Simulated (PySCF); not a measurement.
## Bonding in `Cl/C=C/Cl`

C₂H₂Cl₂.
Numbering: `[Cl:1]/[CH:2]=[CH:3]/[Cl:4]` (hydrogens: H5 on C2; H6 on C3)

Cartesian coordinates in Å at the PBE0-D3(BJ)/def2-SVP level; atoms count from 1:
```
atom  x, y, z in Å
Cl1    2.1193    0.3473   -0.0009
C2     0.5557   -0.3678    0.0012
C3    -0.5557    0.3678   -0.0012
Cl4   -2.1193   -0.3473    0.0009
H5     0.5460   -1.4600    0.0047
H6    -0.5460    1.4600   -0.0047
```

Bond orders from the PBE0/pcSseg-1 density (PySCF). Geometry: PBE0-D3(BJ)/def2-SVP; no solvent, vibrations or thermal averaging.

(1) Where do the orders between heavy atoms depart from those drawn in the SMILES?

(2) Set the Mayer orders of the bonds between heavy atoms beside their lengths.

(3) And the bonds to hydrogen?

(4) Sum the orders of all bonds at each heavy atom with more than one neighbour and set the sums beside the valence in the SMILES.

Answers

(1) The largest departure is 0.195, at C2–C3 (drawn double, 1.805).

(2) 
```tsv
bond	drawn as	length (Å)	Mayer order
Cl1–C2	single	1.719	1.035
C2–C3	double	1.333	1.805
C3–Cl4	single	1.719	1.035
```

(3) C–H: 0.93 (2 bonds).

(4) C2 3.770 (drawn 4), C3 3.770 (drawn 4). Orders between atoms that aren't bonded are not in these sums.

Mayer orders depend on the basis set.
